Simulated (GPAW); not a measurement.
# Quasiparticle gap of KI (Fm-3m) in GPAW, part 2 of 2

Wanted: ground state, empty states, screening and self-energy for KI (Fm-3m).

GPAW 26.7.0; PBE and many-body steps on it, plane waves. Known limits of the many-body steps: not at the basis limit; no spin-orbit coupling.

So far. Step 3 (Bands along the symmetry lines): The gap is 3.977 eV, as in the run before at this level. Step 4 (Empty states on the mesh, 4×4×4 mesh, 1321 bands): On this mesh the gap is 3.977 eV.

## Step 5: Screening and self-energy, 4×4×4 mesh, 609 bands, screening to 210 eV

G0W0 replaces the xc potential by the self-energy, built once from these orbitals. Only a window of levels is corrected, while the sums run over the empty bands that the input names.

This step: G0W0 on PBE, plane waves, PAW.

The input, run.py:

```python
import json
import numpy as np
from gpaw.mpi import world
from gpaw.response.g0w0 import G0W0

gw = G0W0('full.gpw',
    filename='gw',
    kpts=[0],
    bands=(6, 10),
    ecut=210,
    nbands=609,
    integrate_gamma='WS',
    ppa=True)
gw.calculate()
res = {mode: {k: v for k, v in r.items() if k != 'sigma_eskwn'}
       for mode, r in gw.all_results.items()}

if world.rank == 0:
    with open('result.json', 'w') as f:
        json.dump(res, f, default=lambda x: x.tolist())
```

Command:

```console
mpirun -n 4 gpaw python run.py
```

Numbers of over 12 decimals in the logs are rounded to 6 here.

The log of the run:

```text
Using integrator: PointIntegrator
FrequencyGridDescriptor(from 0.000+0.000j to 0.000+27.211j eV, 2 points)
Nonperiodic BCs:  [False False False]
Using integrator: PointIntegrator
FrequencyGridDescriptor(from 0.000+0.000j to 0.000+27.211j eV, 2 points)
Nonperiodic BCs:  [False False False]
  ___  _ _ _
 |   || | | |
 | | || | | |
 |__ ||_____|
 |___|

BZ k-points: Symmetries present (total): 48

  [... matrices ...]
64 k-points: 4 x 4 x 4 Monkhorst-Pack grid + [1/8,1/8,1/8]
8 k-points in the irreducible part of the Brillouin zone
       k-points in crystal coordinates                weights
   0:     0.00000000    0.00000000    0.00000000          1/64
   1:     0.25000000    0.25000000    0.00000000          6/64
   2:     0.25000000    0.25000000    0.25000000          8/64
   3:     0.50000000    0.25000000   -0.25000000          6/64
   4:     0.50000000    0.25000000    0.25000000         12/64
   5:     0.50000000    0.50000000    0.00000000          3/64
   6:     0.50000000    0.50000000    0.25000000         24/64
   7:     0.50000000    0.50000000    0.50000000          4/64

Distributing spins, k-points and bands (1 x 1 x 4) over 4 processes
Number of blocks: 1

Quasi particle states:
k-points (IBZ indices): [0]
Band range: (6, 10)
  [... matrices ...]
Computational parameters:
Plane wave cut-off: 210 eV
Number of bands: 609
Coulomb cutoff: None
Broadening: 0.1 eV

fxc modes: GW
Kernel: RPA
Using Godby-Needs plasmon-pole approximation:
  Fitting energy: i*E0, E0 = 1.000 Hartree
Summing all q:

Calculating screened Coulomb potential
No Coulomb truncation
FrequencyGridDescriptor(from 0.000+0.000j to 0.000+27.211j eV, 2 points)
Removing empty qpoint cache files...

Calculating chi0 body with:
    Ground state adapter containing:
    Number of spins: 1
    Number of kpoints: 64
    Number of irreducible kpoints: 8
    Number of completely occupied states: 8
    Number of partially occupied states: 8
    Occupied states memory: 1.907349 M / cpu

    Linear response parametrization:
    q_c: [0.0, 0.0, 0.0]
    Number of frequency points: 2
    Planewave cutoff: 210.0
    Number of bands: 609
    Number of planewaves: 609
    Broadening (eta): 1e-06
    comm.size: 4
    kncomm.size: 4
    blockcomm.size: 1

    Memory estimate of potentially large arrays:
        chi0_wGG: 11.318390 M / cpu
Integrating chi0 body.

Symmetries of q_c:
    Direct symmetries (Uq -> q): 48
    Indirect symmetries (TUq -> q): 0
In total 48 allowed symmetries.

  [... matrices ...]
8 groups of equivalent kpoints. 87.5% reduction.

Integral kind: response function
Integrating chi0 head and wings.

Symmetries of q_c:
    Direct symmetries (Uq -> q): 48
    Indirect symmetries (TUq -> q): 0
In total 48 allowed symmetries.

  [... matrices ...]
8 groups of equivalent kpoints. 87.5% reduction.

Integral kind: response function wings

Calculating chi0 body with:
    Ground state adapter containing:
    Number of spins: 1
    Number of kpoints: 64
    Number of irreducible kpoints: 8
    Number of completely occupied states: 8
    Number of partially occupied states: 8
    Occupied states memory: 1.907349 M / cpu

    Linear response parametrization:
[... the further q-points ...]

Results:
f:      Occupation numbers
eps:     KS-eigenvalues [eV]
vxc:     KS vxc [eV]
exx:     Exact exchange [eV]
sigma:   Self-energies [eV]
dsigma:  Self-energy derivatives
Z:       Renormalization factors
qp:      QP-energies [eV]

k-point 0 (0): (0.000, 0.000, 0.000)                GW
band       f     eps     vxc     exx   sigma  dsigma       Z      qp
                                                                   GW
   6   1.000   0.472 -14.167 -17.271   1.017  -0.219   0.820  -1.241
   7   1.000   0.472 -14.167 -17.271   1.017  -0.219   0.820  -1.241
   8   0.000   4.449  -7.838  -4.348  -2.954  -0.163   0.860   4.910
   9   0.000   6.979  -8.262  -3.910  -3.173  -0.172   0.853   7.985
```

Run time: 8.8 min. Hardware: 4 MPI ranks of Intel Xeon 6975P-C (Granite Rapids), shared host; peak memory 2.3 GiB; 35 min of CPU time.

Numbers from this step:

```yaml
g0w0_gap_on_the_points_computed: 6.151 eV
least_direct_g0w0_gap_on_the_computed_points: 6.151 eV
z_at_the_valence_top: 0.8205
z_at_the_conduction_bottom: 0.8601
starting_gap_on_the_mesh: 3.977 eV
k_of_the_valence_top: 0, 0, 0
k_of_the_conduction_bottom: 0, 0, 0
```

The gap on the mesh goes from 3.98 eV to 6.15 eV, a correction of +2.17 eV.

Limits: finite bands, cutoff and mesh; no spin-orbit coupling. v1 is the top filled band, c1 the lowest empty one. Levels before and after the correction, in eV, zero at the valence-band top of each column:

```csv
,conduction bottom,valence top
Kohn-Sham,3.98,0.00
G0W0,6.15,0.00
```

```csv
,level,energy (eV)
Kohn-Sham,Γ v2-v1,0.000
Kohn-Sham,Γ c1,3.977
Kohn-Sham,Γ c2,6.507
G0W0,Γ v2-v1,0.000
G0W0,Γ c1,6.151
G0W0,Γ c2,9.226
```

## Step 6: Where the time went

Times are wall times on 4 MPI ranks of Intel Xeon 6975P-C (Granite Rapids), shared host, good to a factor of about two.

```csv
step,time,share,memory (GiB)
ground state,5.9 s,1 %,0.67
bands along the symmetry lines,9.1 s,2 %,0.71
empty states on the mesh,18 s,3 %,2.1
screening and self-energy,8.8 min,94 %,2.3
```

## Step 7: Outcome

```
PBE gap              : 3.98 eV, direct
G0W0 gap on the mesh : 6.15 eV
GW settings          : 4×4×4 mesh, 609 bands, screening to 210 eV, Godby-Needs plasmon pole
known limits         : not at the basis limit; no spin-orbit coupling
```

**Reading.** G0W0 moves the gap on the mesh from 3.98 eV to 6.15 eV (+2.17 eV), with Z of 0.82 and 0.86 at the edges. Only 1 of the mesh's irreducible points was corrected, so a valley elsewhere could overtake. The dearest step here is «screening and self-energy». Bands and cutoff are finite, so the gap is not at the basis limit. The miss can reach some tenths of an eV and take either sign; the mesh is an error of its own. These stock PAW sets were not made for GW; the filled d or f shell of I lies in the frozen core, which bears on start and correction. In the G0W0 run levels were corrected at 1 k point alone, so a gap called «on the mesh» is the least over those, and an edge elsewhere would be missed. The many-body steps are scalar-relativistic: spin-orbit coupling is not in them.

[Paths, hosts, dates, memory and timing lines, banners, echoed tables and standing remarks are left out of the program output.]

[Logs are printed without paths, hosts, clocks, repeated set-up lines and the standing remarks that a program may print on its own settings, such as how far it seeks lower states.]

[Runs of the session that timed out or met a known fault of the program may be left out.]

[Hosts, paths, dates, database ids (printed as entryN), source tags and the programs' standing remarks are cut or masked in the printed files.]
